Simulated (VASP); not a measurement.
# TiN (Fm-3m) in VASP: notebook

The runs below take TiN through relaxation of cell and atoms, with PBE.

Program: VASP 6.6.1. These are calculated values, not measurements. Logs are shortened: lines on timing, memory, paths and dates and some standing lists are left out, and cuts for length are marked.

### 1 The crystal as given

Symmetry: Fm-3m, No. 225, cubic system. The conventional cell has a = 4.238 Å, b = 4.238 Å, c = 4.238 Å, α = 90.00°, β = 90.00°, γ = 90.00°. Around Ti (site symmetry m-3m) lie 6 N at 2.12 Å. N (site symmetry m-3m) is surrounded by 6 Ti at 2.12 Å.

### 2 Relaxation of cell and atoms, PBE

Input file INCAR:

```
PREC     = Accurate       # precision mode
ENCUT    = 520            # plane-wave cutoff, eV
EDIFF    = 1E-7           # SCF threshold, eV
ISMEAR   = 0              # smearing method
SIGMA    = 0.02           # smearing width, eV
LREAL    = False          # projectors in reciprocal space
LASPH    = True           # aspherical terms in the spheres
NELM     = 100            # most SCF steps
ALGO     = Normal         # electronic algorithm
ISIF     = 3              # what is computed and relaxed
LWAVE    = False          # write WAVECAR
LCHARG   = False          # write CHGCAR
GGA      = PE             # functional
IBRION   = 2              # ionic algorithm
NSW      = 80             # ionic steps
EDIFFG   = -0.002         # ionic threshold
```

Input file KPOINTS:

```
Automatic mesh
0
Gamma
  18 18 18
```

Input file POSCAR:

```
TiN
1.0
    0.0000000000      2.1190000000      2.1190000000
    2.1190000000      0.0000000000      2.1190000000
    2.1190000000      2.1190000000      0.0000000000
Ti N
1 1
Direct
    0.0000000000      0.0000000000      0.0000000000
    0.5000000000      0.5000000000      0.5000000000
```

Potentials or basis: VASP PAW PBE potentials, release 64 (Ti_sv, N).

On the command line:

```
> cat potpaw_PBE.64/Ti_sv/POTCAR potpaw_PBE.64/N/POTCAR > POTCAR
> mpirun -np 1 vasp_std > vasp.out
```

OUTCAR:

```text
PREC = Accurate
   ENCUT = 520
   EDIFF = 1E-7
   ISMEAR = 0
   LREAL = False
   LASPH = True
   NELM = 100
   ISIF = 3
   GGA = PE
   IBRION = 2
   NSW = 80
   EDIFFG = -0.002

 ion  position               nearest neighbor table
   1  0.000  0.000  0.000-   2 2.12   2 2.12   2 2.12   2 2.12   2 2.12   2 2.12
   2  0.500  0.500  0.500-   1 2.12   1 2.12   1 2.12   1 2.12   1 2.12   1 2.12

  LATTYP: Found a face centered cubic cell.
 ALAT       =     4.2380000000

  Lattice vectors:

 A1 = (   0.0000000000,   2.1190000000,   2.1190000000)
 A2 = (   2.1190000000,   0.0000000000,   2.1190000000)
 A3 = (   2.1190000000,   2.1190000000,   0.0000000000)

Analysis of symmetry for initial positions (statically):
=====================================================================
 Subroutine PRICEL returns:
 Original cell was already a primitive cell.

 Routine SETGRP: Setting up the symmetry group for a
 face centered cubic supercell.

 Subroutine GETGRP returns: Found 48 space group operations
 (whereof 48 operations were pure point group operations)
 out of a pool of 48 trial point group operations.

The static configuration has the point symmetry O_h .

Analysis of symmetry for dynamics (positions and initial velocities):
=====================================================================
 Subroutine PRICEL returns:
 Original cell was already a primitive cell.

 Routine SETGRP: Setting up the symmetry group for a
 face centered cubic supercell.

 Subroutine GETGRP returns: Found 48 space group operations
 (whereof 48 operations were pure point group operations)
 out of a pool of 48 trial point group operations.

The dynamic configuration has the point symmetry O_h .

 Subroutine INISYM returns: Found 48 space group operations
 (whereof 48 operations are pure point group operations),
 and found     1 'primitive' translations

----------------------------------------------------------------------------------------

                                     Primitive cell

  volume of cell :      19.0293

  direct lattice vectors                    reciprocal lattice vectors
     0.000000000  2.119000000  2.119000000    -0.235960359  0.235960359  0.235960359
     2.119000000  0.000000000  2.119000000     0.235960359 -0.235960359  0.235960359
[... 99 lines left out ...]
   EFERMI =   0.00;   METHOD = LEGACY
   ISMEAR =     0;   SIGMA  =   0.02  broadening in eV -4-tet -1-fermi 0-gaus
   EFERMI_NEDOS =   21; number of points for ismear=-14 and -15
   IALGO  =     38    algorithm
   IMIX   =      4    mixing-type and parameters
     AMIX     =   0.40;   BMIX     =  1.00
     AMIX_MAG =   1.60;   BMIX_MAG =  1.00
  volume/ion in A,a.u.               =       9.51        64.21
  Fermi-wavevector in a.u.,A,eV,Ry     =   1.576704  2.979539 33.824024  2.485996
  Thomas-Fermi vector in A             =   2.677497
   LORBIT       =      0    0 simple, 1 ext, 2 COOP (PROOUT), +10 PAW based schemes
   GGA     = PE    functional components
   LHFCALC =     F    Hartree Fock is set to
   AEXX    =    0.0000 exact exchange contribution
   IVDW    =     0    specifies the selected vdW correction
   LEPSILON=     F    determine dielectric tensor
   LRPA    =     F    only Hartree local field effects (RPA)
 conjugate gradient relaxation of ions
 non-spin polarized calculation
 Gauss-broadening in eV      SIGMA  =   0.02
  energy-cutoff  :      520.00
  volume of cell :       19.03
 maximum number of plane-waves:       532
   NGX = 11   NGY = 11   NGZ = 11

--------------------------------------- Ionic step        1  -------------------------------------------

 number of electron      17.0000002 magnetization

 Free energy of the ion-electron system (eV)
  ---------------------------------------------------
  ext. energy  EPLUGINS =         0.00000000
  ---------------------------------------------------
  free energy    TOTEN  =       -19.63533494 eV

  energy without entropy =      -19.63518187  energy(sigma->0) =      -19.63525840

------------------------ aborting loop because EDIFF is reached ----------------------------------------

  FORCE on cell =-STRESS in cart. coord.  units (eV):
  Direction    XX          YY          ZZ          XY          YZ          ZX
  --------------------------------------------------------------------------------------
  -------------------------------------------------------------------------------------
  Total        0.2622305      0.2622305      0.2622305      0.0000000     -0.0000000      0.0000000
  in kB       22.0785687     22.0785687     22.0785687      0.0000000     -0.0000000      0.0000000
  external PRESSURE =      22.0785687 kB  Pullay stress =       0.0000000 kB
[... 59 lines left out ...]
--------------------------------------- Ionic step        3  -------------------------------------------

 number of electron      17.0000002 magnetization

 Free energy of the ion-electron system (eV)
  ---------------------------------------------------
  ext. energy  EPLUGINS =         0.00000000
  ---------------------------------------------------
  free energy    TOTEN  =       -19.63635812 eV

  energy without entropy =      -19.63620231  energy(sigma->0) =      -19.63628021

 E-fermi :  11.3717     XC(G=0): -12.9912

 val. band max:       11.3490124967   @ k =  -0.1667   0.1111   0.0000
 cond. band min:      11.3838859466   @ k =   0.1111   0.0556   0.0000
 fundamental gap:      0.0348734499
 Fermi energy:        11.3717115352

 k-point     1 :       0.0000    0.0000    0.0000
  band No.  band energies     occupation
      1     -46.5000      2.00000
      2     -22.4832      2.00000
      3     -22.4832      2.00000
      4     -22.4832      2.00000
      5      -5.6927      2.00000
      6       9.3399      2.00000
      7       9.3399      2.00000
      8       9.3399      2.00000
      9      10.7684      2.00000
     10      10.7684      2.00000
     11      10.7684      2.00000
     12      11.9508      0.00000
[... 331 lines left out ...]
 k-point    24 :      -0.2222    0.0556    0.0000
  band No.  band energies     occupation
      1     -46.4538      2.00000
      2     -22.7892      2.00000
      3     -22.5303      2.00000
      4     -22.5012      2.00000
      5      -4.6635      2.00000
      6       5.9294      2.00000
      7       6.9992      2.00000
      8       7.3061      2.00000
      9      11.6102      0.00000
     10      11.8167      0.00000
     11      12.2947      0.00000
     12      14.2851      0.00000

 [... further k-points ...]
[... 5 lines left out ...]
  --------------------------------------------------------------------------------------
  -------------------------------------------------------------------------------------
  Total       -0.0002413     -0.0002413     -0.0002413      0.0000000     -0.0000000      0.0000000
  in kB       -0.0201616     -0.0201616     -0.0201616      0.0000000     -0.0000000      0.0000000
  external PRESSURE =      -0.0201616 kB  Pullay stress =       0.0000000 kB
[... 17 lines left out ...]
  FREE ENERGIE OF THE ION-ELECTRON SYSTEM (eV)
  ---------------------------------------------------
  free  energy   TOTEN  =       -19.6363581182 eV

  energy  without entropy=      -19.6362023101  energy(sigma->0) =      -19.63628021

 reached required accuracy - stopping structural energy minimisation
```

Wall time 61 s (1 thread of AMD EPYC 9R45 (Zen 5), shared host); peak memory 0.15 GiB.

What came out:

* Free energy: -19.6364 eV
* Relaxed volume: 9.59 Å³/atom
* Relaxed cell: a = 3.005 Å, b = 3.005 Å, c = 3.005 Å, α = 60.00°, β = 60.00°, γ = 60.00°
* Space group after relaxing (to 0.05 Å): Fm-3m (No. 225)
* Energy gained by relaxing: 0.5 meV/atom
* Ionic steps: 3
* Pressure after relaxing: 0.0 GPa
* Band gap on the k mesh: none (metal or under the smearing width)

The path:
```
step  energy change (eV)  largest force (eV/Å)  pressure (GPa)  volume (Å³)
   1              0.0000                0.0000            2.21        19.03
   2              0.0010                0.0000           -2.98        19.39
   3             -0.0010                0.0000            0.00        19.18
```

Final structure:
```cif
data_structure
_symmetry_space_group_name_H-M 'P 1'
_symmetry_Int_Tables_number 1
_cell_length_a 3.0046
_cell_length_b 3.0046
_cell_length_c 3.0046
_cell_angle_alpha 60.000
_cell_angle_beta 60.000
_cell_angle_gamma 60.000
_cell_volume 19.18
loop_
_atom_site_label
_atom_site_type_symbol
_atom_site_fract_x
_atom_site_fract_y
_atom_site_fract_z
_atom_site_occupancy
Ti1 Ti 0.00000 0.00000 0.00000 1
N1 N 0.50000 0.50000 0.50000 1
```

PBE usually gives volumes a little too large and moduli too small. Zero-point motion and thermal expansion aren't in these numbers.

### 3 Relaxation of cell and atoms, PBE

This run uses another cell than the first one, of 9.59 Å³/atom, 1.008 times its volume.

INCAR is that of step 2.

KPOINTS is that of step 2.

Input file POSCAR:

```
TiN                                     
1.0
    0.0000000000      2.1245423789      2.1245423789
    2.1245423789      0.0000000000      2.1245423789
    2.1245423789      2.1245423789      0.0000000000
  Ti              N             
     1     1
Direct
     0.0000000000000000    0.0000000000000000    0.0000000000000000
     0.5000000000000000    0.5000000000000000    0.5000000000000000
```

Potentials or basis: VASP PAW PBE potentials, release 64 (Ti_sv, N).

On the command line:

```
> cat potpaw_PBE.64/Ti_sv/POTCAR potpaw_PBE.64/N/POTCAR > POTCAR
> mpirun -np 1 vasp_std > vasp.out
```

It took 26 s on 1 thread of AMD EPYC 9R45 (Zen 5), shared host; peak memory 0.15 GiB.

Results (log left out):

```
Free energy             : -19.6365 eV
Pressure after relaxing : 0.0 GPa
Band gap on the k mesh  : none (metal or under the smearing width)
```

Final structure:
```xyz
2
Lattice="0.0000 2.1245 2.1245 2.1245 0.0000 2.1245 2.1245 2.1245 0.0000" Properties=species:S:1:pos:R:3 pbc="T T T"
Ti    0.0000    0.0000    0.0000
N     2.1245    2.1245    2.1245
```

Levels at points of the mesh, in eV from the Fermi level:
| k point | band 7 | band 8 | band 9 | band 10 | band 11 | band 12 |
| --- | --- | --- | --- | --- | --- | --- |
| (0.00, 0.00, 0.00) | -2.03 | -2.03 | -0.60 | -0.60 | -0.60 | 0.58 |
| (0.50, 0.00, 0.00) | -5.44 | -5.44 | 1.67 | 1.67 | 2.34 | 5.69 |
| (0.50, 0.50, 0.00) | -3.22 | -3.22 | -3.03 | 1.63 | 2.37 | 2.37 |

Caveat: the relaxation stopped at its first step, so nothing moved.
